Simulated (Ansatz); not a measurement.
input.yaml (Ansatz)

```yaml
crystal:
  lattice:
    - [3.1587909464, 0.0, 0.0]
    - [0.0, 3.1587909464, 0.0]
    - [0.0, 0.0, 3.1587909464]
  atoms:
    - { symbol: Pd, position: [0.0, 0.0, 0.0], spin: 0.5 }
    - { symbol: Pd, position: [0.5, 0.5, 0.5], spin: -0.5 }
hamiltonian:
  xc: revpbe
  pseudopotentials:
    kind: paw
    azcp:
      Pd: "pseudopotentials/Pd.paw.azcp"
basis:
  ecutwfc: 420
  fft_grid_basis: typed
kpoints:
  mp_grid: { grid: [16, 16, 16], shift: [0, 0, 0] }
magnetization:
  spin_polarized: true
scf:
  occupations: { method: fermi_dirac, width: 0.05 }
```

Output

```
Engine: ansatz 0.2.0, aarch64-unknown-linux-gnu
Pseudopotentials: kind: paw
Pseudopotential: Pd, paw, valence charge 18, recommended cutoff 420 eV (normal) 
Functional definition: revPBE
  parameter kappa = 1.245
  parameter beta = 0.06672455060314922
  exchange = pbe_x(kappa = kappa, mu = beta*pi^2/3)
  correlation = pbe_c(beta = beta)
Crystal: 2 atoms, lattice volume = 31.518 Å³
Basis set: ecut = 420 eV, 619 PW (Γ)
Bands: 23, of which v1, the nominal top of the filled ones, is band 18 counted from 1 (17 counted from 0)
Symmetry: 48 space group operations
Space group: Pm-3m (ITA 221), of the structure as read, at distance tolerance 3.2e-5 Å
Magnetic group: BNS 221.97 (UNI 1599), of the structure as read, at distance tolerance 3.2e-5 Å
k-points: 165 of 4096
Non-local potential: Pd, projectors of the file, l = 0: 2, l = 1: 2, l = 2: 2, l = 3: 1
PAW form: soft (Blöchl's): semilocal exchange-correlation on the pseudo side does not see the compensation charge
PAW frozen core: Pd, regenerated for the run's functional, and the local potential with it (the file was generated under x = pbe(κ = 0.804, μ = 0.2195149727645171), c = pbe(β = 0.06672455060314922))
PAW one-centre angular grid: Pd, 590 points (default); XC on 64 Gauss nodes
Initial density: superposition of atomic densities (chi_scale 0.1, normalization cell)
Starting moments: Σ|m| = 1 μB on 2 of 2 sites
Starting magnetic order: antiferromagnet; a translation exchanges its spin sublattices: spin-degenerate at every k-point
Initial wavefunctions: pseudopotential atomic-orbital guess
Functional: x = revpbe(κ = 1.245, μ = 0.2195149727645171), c = pbe(β = 0.06672455060314922)
SCF iter   1: F=—  HF=-13958.205757 eV  |F-HF|=—  |Δ(HF+E_count)|=         —  Δρ=7.69e-2 (↑7.69e-2 ↓7.69e-2)  dr2=6.65e0  dr2_m=1.97e-1  M=0.000 μB ∫|m|=0.260 μB  β_m=0.30  ethr=3.10e-3  ⟨swp⟩=5.3  Hψ=15850  notcnv=0
SCF iter   2: F=—  HF=-13957.099613 eV  |F-HF|=—  |Δ(HF+E_count)|=    1.11e0  Δρ=4.67e-2 (↑4.67e-2 ↓4.67e-2)  dr2=2.24e0  dr2_m=1.23e-1  M=0.000 μB ∫|m|=0.189 μB  β_m=0.30  ethr=3.10e-3  ⟨swp⟩=2.5  Hψ=7612  notcnv=0  defer=47
SCF iter   3: F=—  HF=-13956.583386 eV  |F-HF|=—  |Δ(HF+E_count)|=   5.16e-1  Δρ=2.05e-2 (↑2.05e-2 ↓2.05e-2)  dr2=8.15e-2  dr2_m=7.65e-2  M=0.000 μB ∫|m|=0.133 μB  β_m=0.30  ethr=3.10e-3  ⟨swp⟩=2.1  Hψ=6167  notcnv=0  defer=47
SCF iter   4: F=—  HF=-13956.602917 eV  |F-HF|=—  |Δ(HF+E_count)|=   1.95e-2  Δρ=1.26e-2 (↑1.26e-2 ↓1.26e-2)  dr2=8.76e-4  dr2_m=4.53e-2  M=0.000 μB ∫|m|=0.102 μB  β_m=0.30  ethr=2.26e-4  ⟨swp⟩=2.0  Hψ=8527  notcnv=0  defer=57
SCF iter   5: F=—  HF=-13956.609450 eV  |F-HF|=—  |Δ(HF+E_count)|=   6.53e-3  Δρ=9.66e-3 (↑9.66e-3 ↓9.66e-3)  dr2=2.22e-4  dr2_m=2.67e-2  M=0.000 μB ∫|m|=0.079 μB  β_m=0.30  ethr=2.43e-6  ⟨swp⟩=2.0  Hψ=5336  notcnv=0  defer=57
SCF iter   6: F=—  HF=-13956.613805 eV  |F-HF|=—  |Δ(HF+E_count)|=   4.35e-3  Δρ=7.39e-3 (↑7.39e-3 ↓7.39e-3)  dr2=1.49e-6  dr2_m=1.58e-2  M=0.000 μB ∫|m|=0.061 μB  β_m=0.30  ethr=6.15e-7  ⟨swp⟩=2.0  Hψ=6718  notcnv=0  defer=57
SCF iter   7: F=—  HF=-13956.615821 eV  |F-HF|=—  |Δ(HF+E_count)|=   2.02e-3  Δρ=5.68e-3 (↑5.68e-3 ↓5.68e-3)  dr2=1.76e-7  dr2_m=9.31e-3  M=0.000 μB ∫|m|=0.047 μB  β_m=0.30  ethr=2.78e-10  ⟨swp⟩=4.0  Hψ=11842  notcnv=0
Mixer restart at iter 7: flushing history
spin-set hold released at iteration 7 (site moments contracting): the magnetisation degrees of freedom join the quasi-Newton model from the next iteration; the mixer history was flushed
SCF iter   8: F=—  HF=-13956.617016 eV  |F-HF|=—  |Δ(HF+E_count)|=   1.19e-3  Δρ=4.36e-3 (↑4.36e-3 ↓4.36e-3)  dr2=8.32e-8  dr2_m=5.50e-3  M=0.000 μB ∫|m|=0.037 μB  β_m=0.65  ethr=2.78e-10  ⟨swp⟩=4.0  Hψ=11436  notcnv=0
SCF iter   9: F=—  HF=-13956.618764 eV  |F-HF|=—  |Δ(HF+E_count)|=   1.75e-3  Δρ=6.10e-5 (↑6.10e-5 ↓6.10e-5)  dr2=5.90e-9  dr2_m=1.07e-6  M=0.000 μB ∫|m|=0.001 μB  β_m=0.82  ethr=2.31e-10  ⟨swp⟩=4.1  Hψ=12138  notcnv=0
SCF iter  10: F=—  HF=-13956.618765 eV  |F-HF|=—  |Δ(HF+E_count)|=   1.31e-6  Δρ=1.79e-5 (↑1.79e-5 ↓1.79e-5)  dr2=4.66e-9  dr2_m=9.18e-8  M=0.000 μB ∫|m|=0.000 μB  β_m=0.91  ethr=1.64e-11  ⟨swp⟩=3.0  Hψ=10456  notcnv=0
SCF iter  11: F=—  HF=-13956.618765 eV  |F-HF|=—  |Δ(HF+E_count)|=   1.38e-7  Δρ=5.39e-6 (↑5.39e-6 ↓5.39e-6)  dr2=3.24e-8  dr2_m=2.15e-10  M=0.000 μB ∫|m|=0.000 μB  β_m=0.68  ethr=1.29e-11  ⟨swp⟩=3.0  Hψ=10358  notcnv=0
SCF iter  12: F=—  HF=-13956.618765 eV  |F-HF|=—  |Δ(HF+E_count)|=   9.34e-9  Δρ=1.01e-6 (↑1.01e-6 ↓1.01e-6)  dr2=3.91e-10  dr2_m=2.05e-10  M=0.000 μB ∫|m|=0.000 μB  β_m=0.75  ethr=1.29e-11  ⟨swp⟩=3.0  Hψ=8340  notcnv=0
SCF iter  13: F=-13956.618765 eV  HF=-13956.618765 eV  |F-HF|=1.46e-11  |Δ(HF+E_count)|=  8.17e-10  Δρ=1.15e-7 (↑1.15e-7 ↓1.15e-7)  dr2=9.56e-13  dr2_m=3.54e-12  M=0.000 μB ∫|m|=0.000 μB  ethr=1.08e-12  ⟨swp⟩=2.0  Hψ=7488  notcnv=0
SCF 1 converged in 13 iterations: F = -13956.618765 eV  dr2 = 9.56e-13
WARN: the starting moments were not kept: the SCF closed with an absolute magnetisation of 2.0e-6 μB, where they sum to 1 μB in size (2 sites). That is at most 0.1 of that sum. Measured as dr2_m measures the in/out step, that magnetisation stands 5.9e-13 eV from none, at or under the dr2_threshold of 1.0e-7 eV: it is no larger than a step whose dr2_m would equal this threshold. The system may hold no moment; this SCF shows only that its start led to no more than that. To try another start: raise the starting moments (crystal.atoms[].spin, magnetization.per_species, magnetization.initial_magnetization, or on a non-collinear deck that types none of these the spinor_matrix: blocks that start its atoms; where the total moment is fixed, keep their sum and leave initial_magnetization as it is; typed ones take the place of any that the run laid by itself, positive ones on a crystal's lanthanoids without a Hubbard term where scf.initial_density.shell_occupations: [] is typed) or, if the notice of its spin-set hold's release reads "site moments contracting" or "site moments show no strong build", lengthen the hold (scf.mixing.spin_hold: { on: { confirm: 4 } }; for m-r²SCAN on two components see the key's manual first). Each may lead to a state that holds a moment. A second SCF, from the converged charge density, with the starting moments and any scf.initial_density.shell_occupations laid on it anew, would have followed, and was not run: the deck does not ask for one (magnetization.retry_lost_moments is false, the default). To let it run, set magnetization.retry_lost_moments: true and run the deck again, where that key's refused combinations let it; where memory then withholds it, that run's warning says so.
SCF converged after 13 iterations
Magnetization: 0.0000 μB (18.0000 up, 18.0000 down)
Absolute magnetization: 0.0000 μB (∫|ρ↑−ρ↓|, with the PAW one-centre terms)
Spin contamination: 0.0000 ħ² per cell (⟨S²⟩ above its minimum at these occupations)
Per-site moments (μB) at R_I (Å): [(3.629444239469961e-7, 1.1284321969910092), (-3.629444239469961e-7, 1.1284321969910092)]
Free energy (F): -13956.618765 eV
Harris-Foulkes:  -13956.618765 eV  (|F-HF|=1.46e-11)
Internal energy: -13956.597310 eV  (E = F + TS)
E sigma→0 (E₀):  -13956.608038 eV
Entropy (-TS):   -0.021455 eV (-10.727 meV/atom)
Fermi energy:    18.198943 eV
--- Per-component energies (eV) ---
  E_band       = -321.851128
  E_kinetic    = 1026.279172
  E_local      = -3684.429776  (includes V_loc(G=0)·N_el)
  E_nonlocal   = 433.709844
  E_hartree    = 1491.563322
  E_xc         = -336.806710
  E_vxc        = -421.982778  (∫ρ·V_xc dr)
  E_paw        = -7511.665978  (= ΣΔE_a)
  E_vpaw       = -658.554548  (= ΣTr[D̂ρ^β])
  E_aug_tail   = 0.000385  (compensation charges beyond the density's cutoff)
  E_ewald      = -5375.091245
  E_core_change = -0.156323  (= ΣΔE_core)
  E_smearing   = -0.021455  (= −TS)
  E_closure    = -0.000000  (closes the sum)
  Σ components = -13956.618765   (vs F -13956.618765, Δ=0.00e0)
```
